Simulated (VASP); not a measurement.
# PbSe (Clausthalite) (Fm-3m) in VASP: a series of runs

PbSe (Clausthalite) is run at these levels: RPBE+D3(BJ), revPBE+D4, PBE, PBE0; tasks: single point.

Everything below comes from runs of VASP 6.6.1. Logs are shortened: lines on timing, memory, paths and dates and some standing lists are left out, and cuts for length are marked.

**Measured values to compare with.**

From a printed reference work, monograph, for a bulk crystal of PbSe at 4.2 K: band gap 0.15 eV (direct).

The runs below are set against these values where they give the same quantity.

## 1. The cell of the first run

Symmetry: Fm-3m, No. 225, cubic system. Conventional cell: a = 6.162 Å, b = 6.162 Å, c = 6.162 Å, α = 90.00°, β = 90.00°, γ = 90.00°. Within 4.1 Å of Pb (site symmetry m-3m) lie 6 Se at 3.08 Å. Within 4.1 Å of Se (site symmetry m-3m) lie 6 Pb at 3.08 Å.

## 2. Single point, RPBE+D3(BJ)

INCAR

```
SYSTEM = PbSe
ALGO     = Normal         ! electronic algorithm
EDIFF    = 1E-6           ! SCF threshold, eV
ENCUT    = 520            ! plane-wave cutoff, eV
GGA      = RP             ! functional
ISIF     = 2              ! what is computed and relaxed
ISMEAR   = -1             ! smearing method
IVDW     = 12             ! dispersion correction
LASPH    = .TRUE.         ! aspherical terms in the spheres
LCHARG   = .FALSE.        ! write CHGCAR
LREAL    = .FALSE.        ! projectors in reciprocal space
LWAVE    = .FALSE.        ! write WAVECAR
NBANDS   = 17             ! bands
NELM     = 100            ! most SCF steps
PREC     = Accurate       ! precision mode
SIGMA    = 0.05           ! smearing width, eV
```

KPOINTS

```
k-points
0
G
  8 8 8
  0 0 0
```

POSCAR

```
PbSe
1.0
    0.0000000000      3.0809197960      3.0809197960
    3.0809197960      0.0000000000      3.0809197960
    3.0809197960      3.0809197960      0.0000000000
Pb Se
1 1
Direct
    0.0000000000      0.0000000000      0.0000000000
    0.5000000000      0.5000000000      0.5000000000
```

Potentials or basis: VASP PAW PBE potentials, release 64 (Pb_d, Se).

Started as:

```console
$ cat potpaw_PBE.64/Pb_d/POTCAR potpaw_PBE.64/Se/POTCAR > POTCAR
$ mpirun -np 1 vasp_std > vasp.out
```

OUTCAR:

```text
SYSTEM = PbSe
   EDIFF = 1E-6
   ENCUT = 520
   GGA = RP
   ISIF = 2
   ISMEAR = -1
   IVDW = 12
   LASPH = .TRUE.
   LREAL = .FALSE.
   NELM = 100
   PREC = Accurate
 IVDW          = 12

 ion  position               nearest neighbor table
   1  0.000  0.000  0.000-   2 3.08   2 3.08   2 3.08   2 3.08   2 3.08   2 3.08
   2  0.500  0.500  0.500-   1 3.08   1 3.08   1 3.08   1 3.08   1 3.08   1 3.08

  LATTYP: Found a face centered cubic cell.
 ALAT       =     6.1618395920

  Lattice vectors:

 A1 = (   0.0000000000,   3.0809197960,   3.0809197960)
 A2 = (   3.0809197960,   0.0000000000,   3.0809197960)
 A3 = (   3.0809197960,   3.0809197960,   0.0000000000)

Analysis of symmetry for initial positions (statically):
=====================================================================
 Subroutine PRICEL returns:
 Original cell was already a primitive cell.

 Routine SETGRP: Setting up the symmetry group for a
 face centered cubic supercell.

 Subroutine GETGRP returns: Found 48 space group operations
 (whereof 48 operations were pure point group operations)
 out of a pool of 48 trial point group operations.

The static configuration has the point symmetry O_h .

Analysis of symmetry for dynamics (positions and initial velocities):
=====================================================================
 Subroutine PRICEL returns:
 Original cell was already a primitive cell.

 Routine SETGRP: Setting up the symmetry group for a
 face centered cubic supercell.

 Subroutine GETGRP returns: Found 48 space group operations
 (whereof 48 operations were pure point group operations)
 out of a pool of 48 trial point group operations.

The dynamic configuration has the point symmetry O_h .

 Subroutine INISYM returns: Found 48 space group operations
 (whereof 48 operations are pure point group operations),
 and found     1 'primitive' translations

----------------------------------------------------------------------------------------

                                     Primitive cell

  volume of cell :      58.4886

  direct lattice vectors                    reciprocal lattice vectors
     0.000000000  3.080919796  3.080919796    -0.162289197  0.162289197  0.162289197
     3.080919796  0.000000000  3.080919796     0.162289197 -0.162289197  0.162289197
     3.080919796  3.080919796  0.000000000     0.162289197  0.162289197 -0.162289197

  length of vectors
     4.357078560  4.357078560  4.357078560     0.281093135  0.281093135  0.281093135

  position of ions in fractional coordinates (direct lattice)
     0.000000000  0.000000000  0.000000000
     0.500000000  0.500000000  0.500000000

  ion indices of the primitive-cell ions
   primitive index   ion index
                 1           1
                 2           2

----------------------------------------------------------------------------------------

 KPOINTS: k-points

Automatic generation of k-mesh.
 Grid dimensions read from file:
 generate k-points for:    8    8    8

 Generating k-lattice:

  Cartesian coordinates                     Fractional coordinates (reciprocal lattice)
    -0.020286150  0.020286150  0.020286150     0.125000000  0.000000000  0.000000000
     0.020286150 -0.020286150  0.020286150     0.000000000  0.125000000  0.000000000
     0.020286150  0.020286150 -0.020286150     0.000000000  0.000000000  0.125000000

  Length of vectors
     0.035136642  0.035136642  0.035136642

  Shift w.r.t. Gamma in fractional coordinates (k-lattice)
     0.000000000  0.000000000  0.000000000

 Subroutine IBZKPT returns following result:
 ===========================================

 Found     29 irreducible k-points:

 Following reciprocal coordinates:
            Coordinates               Weight
  0.000000  0.000000  0.000000      1.000000
  0.125000  0.000000  0.000000      8.000000
  0.250000  0.000000  0.000000      8.000000
  0.375000  0.000000  0.000000      8.000000
  0.500000  0.000000  0.000000      4.000000
  0.125000  0.125000  0.000000      6.000000
[... 16 lines left out ...]
  0.500000  0.250000  0.125000     48.000000
 -0.375000  0.250000  0.125000     24.000000
 [... further k-points ...]
   k-points           NKPTS =     29   k-points in BZ     NKDIM =     29   number of bands    NBANDS=     17
   number of dos      NEDOS =    301   number of ions     NIONS =      2
   total plane-waves  NPLWV =  32768
   dimension x,y,z NGX =    32 NGY =   32 NGZ =   32
   dimension x,y,z NGXF=    64 NGYF=   64 NGZF=   64
   ions per type =               1   1
   NGX,Y,Z   is equivalent  to a cutoff of  12.21, 12.21, 12.21 a.u.
   NGXF,Y,Z  is equivalent  to a cutoff of  24.42, 24.42, 24.42 a.u.
 SYSTEM =  PbSe
   PREC   = accura    normal or accurate (medium, high low for compatibility)
   ISTART =      0    job   : 0-new  1-cont  2-samecut
   ICHARG =      2    charge: 1-file 2-atom 10-const
   ISPIN  =      1    spin polarized calculation?
   LNONCOLLINEAR =      F non collinear calculations
   LSORBIT =      F    spin-orbit coupling
   LASPH  =      T    aspherical Exc in radial PAW
   ENCUT  =  520.0 eV  38.22 Ry    6.18 a.u.   8.10  8.10  8.10*2*pi/ulx,y,z
   NELM   =    100;   NELMIN=  2; NELMDL= -5     # of ELM steps
   EDIFF  = 0.1E-05   stopping-criterion for ELM
   LREAL  =      F    real-space projection
   EDIFFG = 0.1E-04   stopping-criterion for IOM
   NSW    =      0    number of steps for IOM
   IBRION =     -1    ionic relax: 0-MD 1-quasi-New 2-CG
   NFREE  =      0    steps in history (QN), initial steepest desc. (CG)
   ISIF   =      2    stress and relaxation
   ISYM   =      2    0-nonsym 1-usesym 2-fastsym
   POTIM  = 0.5000    time-step for ionic-motion
   TEBEG  =    0.0;   TEEND  =   0.0 temperature during run
   PSTRESS=    0.0 pullay stress
   NELECT =      20.0000    total number of electrons
   NUPDOWN=      -1.0000    fix difference up-down
   EMIN   =  10.00;   EMAX   =-10.00  energy-range for DOS
   EFERMI =   0.00;   METHOD = LEGACY
   ISMEAR =    -1;   SIGMA  =   0.05  broadening in eV -4-tet -1-fermi 0-gaus
   EFERMI_NEDOS =   21; number of points for ismear=-14 and -15
   IALGO  =     38    algorithm
   IMIX   =      4    mixing-type and parameters
     AMIX     =   0.40;   BMIX     =  1.00
     AMIX_MAG =   1.60;   BMIX_MAG =  1.00
  volume/ion in A,a.u.               =      29.24       197.35
  Fermi-wavevector in a.u.,A,eV,Ry     =   1.144795  2.163349 17.831195  1.310556
  Thomas-Fermi vector in A             =   2.281486
   LORBIT       =      0    0 simple, 1 ext, 2 COOP (PROOUT), +10 PAW based schemes
   GGA     = RP    functional components
   LHFCALC =     F    Hartree Fock is set to
   AEXX    =    0.0000 exact exchange contribution
   IVDW    =    12    specifies the selected vdW correction
   LEPSILON=     F    determine dielectric tensor
   LRPA    =     F    only Hartree local field effects (RPA)
 non-spin polarized calculation
  energy-cutoff  :      520.00
  volume of cell :       58.49
 maximum number of plane-waves:      1604
   NGX = 17   NGY = 17   NGZ = 17

 number of electron      19.9999994 magnetization

 Free energy of the ion-electron system (eV)
  ---------------------------------------------------
  ext. energy  EPLUGINS =         0.00000000
  ---------------------------------------------------
  free energy    TOTEN  =        -7.48982892 eV

  energy without entropy =       -7.48972817  energy(sigma->0) =       -7.48977855

 E-fermi :   5.1594     XC(G=0):  -9.2863

 val. band max:        4.9381436520   @ k =   0.5000   0.0000   0.0000
 cond. band min:       5.3804880290   @ k =   0.5000   0.0000   0.0000
 fundamental gap:      0.4423443770
 Fermi energy:         5.1593558807

 k-point     1 :       0.0000    0.0000    0.0000
  band No.  band energies     occupation
      1     -11.9301      2.00000
      2     -11.9301      2.00000
      3     -11.9301      2.00000
      4     -11.9210      2.00000
      5     -11.9210      2.00000
      6      -8.4525      2.00000
[... 9 lines left out ...]
     16      11.5492      0.00000
     17      13.3357      0.00000

 k-point     2 :       0.1250    0.0000    0.0000
  band No.  band energies     occupation
      1     -11.9295      2.00000
      2     -11.9285      2.00000
      3     -11.9285      2.00000
      4     -11.9214      2.00000
      5     -11.9214      2.00000
      6      -8.3385      2.00000
[... 9 lines left out ...]
     16      11.8839      0.00000
     17      14.3264      0.00000

 k-point     3 :       0.2500    0.0000    0.0000
  band No.  band energies     occupation
      1     -11.9340      2.00000
      2     -11.9340      2.00000
      3     -11.9282      2.00000
      4     -11.9130      2.00000
      5     -11.9130      2.00000
      6      -8.0262      2.00000
[... 9 lines left out ...]
     16      12.7337      0.00000
     17      16.1855      0.00000

 k-point     4 :       0.3750    0.0000    0.0000
  band No.  band energies     occupation
      1     -11.9414      2.00000
      2     -11.9414      2.00000
      3     -11.9272      2.00000
      4     -11.9028      2.00000
      5     -11.9028      2.00000
      6      -7.6347      2.00000
[... 9 lines left out ...]
     16      14.0067      0.00000
     17      16.4261      0.00000
[... 343 lines left out ...]
      1     -11.9558      2.00000
      2     -11.9320      2.00000
      3     -11.9251      2.00000
      4     -11.9109      2.00000
      5     -11.9053      2.00000
      6      -7.7632      2.00000
[... 9 lines left out ...]
     16      14.4951      0.00000
     17      14.9654      0.00000

 k-point    23 :       0.5000    0.2500    0.1250
  band No.  band energies     occupation
      1     -11.9668      2.00000
      2     -11.9305      2.00000
      3     -11.9255      2.00000
      4     -11.9075      2.00000
      5     -11.9005      2.00000
      6      -7.4217      2.00000
[... 9 lines left out ...]
     16      14.9304      0.00000
     17      15.9962      0.00000

 k-point    24 :      -0.3750    0.2500    0.1250
  band No.  band energies     occupation
      1     -11.9709      2.00000
      2     -11.9330      2.00000
      3     -11.9193      2.00000
      4     -11.9109      2.00000
      5     -11.8973      2.00000
      6      -7.2557      2.00000
[... 9 lines left out ...]
     16      15.8022      0.00000
     17      15.9167      0.00000

 [... further k-points ...]

------------------------ aborting loop because EDIFF is reached ----------------------------------------

 Edisp (eV)   -3.36448

 E8    (eV) :    -2.2413

  FORCE on cell =-STRESS in cart. coord.  units (eV):
  Direction    XX          YY          ZZ          XY          YZ          ZX
  --------------------------------------------------------------------------------------
  -------------------------------------------------------------------------------------
  Total      -3.98179    -3.98179    -3.98179    -0.00000     0.00000     0.00000
  in kB    -109.07320  -109.07320  -109.07320    -0.00000     0.00000     0.00000
  external pressure =     -109.07 kB  Pullay stress =        0.00 kB

 VOLUME and BASIS-vectors are now :
 -----------------------------------------------------------------------------
  energy-cutoff  :      520.00
  volume of cell :       58.49
      direct lattice vectors                 reciprocal lattice vectors
     0.000000000  3.080919796  3.080919796    -0.162289197  0.162289197  0.162289197
     3.080919796  0.000000000  3.080919796     0.162289197 -0.162289197  0.162289197
     3.080919796  3.080919796  0.000000000     0.162289197  0.162289197 -0.162289197

 POSITION                                       TOTAL-FORCE (eV/Angst)
 -----------------------------------------------------------------------------------
      0.00000      0.00000      0.00000         0.000000     -0.000000      0.000000
      3.08092      3.08092      3.08092        -0.000000      0.000000     -0.000000
 -----------------------------------------------------------------------------------
    total drift:                                0.000000     -0.000000     -0.000000

  FREE ENERGIE OF THE ION-ELECTRON SYSTEM (eV)
  ---------------------------------------------------
  free  energy   TOTEN  =       -10.8543075252 eV

  energy  without entropy=      -10.8542067695  energy(sigma->0) =      -10.85425715
```

Run time: 19 s. Hardware: 1 thread of Intel Xeon 6975P-C, shared host; peak memory 0.2 GiB.

Results:

```yaml
Free_energy: -10.8543 eV
Pressure: -10.9 GPa
Band_gap_on_the_k_mesh: 0.44 eV, direct
Dispersion_energy_per_atom: -1.682 eV
```

Levels at points of the mesh, in eV from the valence-band top:
```csv
k point,band 6,band 7,band 8,band 9,band 10,band 11,band 12,band 13,band 14,band 15
"(0.00, 0.00, 0.00)",-13.39,-6.28,-1.79,-1.79,-1.79,4.73,4.73,4.73,6.61,6.61
"(0.50, 0.00, 0.00)",-12.37,-8.65,-1.40,-1.40,0.00,0.44,1.80,1.80,8.67,10.18
"(0.50, 0.50, 0.00)",-12.03,-7.31,-4.78,-3.09,-3.09,3.88,5.59,5.59,6.04,11.23
```

Caveat: the PAW data sets were made with another functional, which shifts forces and pressure a little; spin-orbit coupling is left out, which moves the levels of the heavy elements. A k mesh can miss the band edges.

## 3. Single point, revPBE+D4

INCAR

```
SYSTEM = PbSe
PREC = Accurate
ENCUT = 520
EDIFF = 1E-6
ISMEAR = -1
SIGMA = 0.05
LREAL = .FALSE.
LASPH = .TRUE.
NELM = 80
ALGO = Normal
ISIF = 2
LWAVE = .FALSE.
LCHARG = .TRUE.
GGA = RE
IVDW = 13
LELF = .TRUE.
LVHAR = .TRUE.
NBANDS = 17
```

KPOINTS

```
regular mesh
0
G
  8 8 8
  0 0 0
```

POSCAR is that of step 2.

Potentials or basis: VASP PAW PBE potentials, release 64 (Pb_d, Se).

Started as:

```console
$ cat potpaw_PBE.64/Pb_d/POTCAR potpaw_PBE.64/Se/POTCAR > POTCAR
$ mpirun -np 1 vasp_std > vasp.out
```

Wall time 22 s (1 thread of Intel Xeon 6975P-C, shared host); peak memory 0.19 GiB.

Results (log left out):

```
Free energy                : -8.7937 eV
Pressure                   : -0.6 GPa
Band gap on the k mesh     : 0.42 eV, direct
Dispersion energy per atom : -0.606 eV
```

Levels at points of the mesh, in eV from the valence-band top:
```tsv
k point	band 7	band 8	band 9	band 10	band 11	band 12	band 13	band 14
(0.00, 0.00, 0.00)	-6.29	-1.78	-1.78	-1.78	4.72	4.72	4.72	6.60
(0.50, 0.00, 0.00)	-8.66	-1.39	-1.39	0.00	0.42	1.78	1.78	8.63
(0.50, 0.50, 0.00)	-7.32	-4.79	-3.09	-3.09	3.85	5.58	5.58	6.02
```

Caveat: the PAW data sets were made with another functional, which shifts forces and pressure a little; spin-orbit coupling is left out, which moves the levels of the heavy elements.

(Continued in part 2 of 2.)
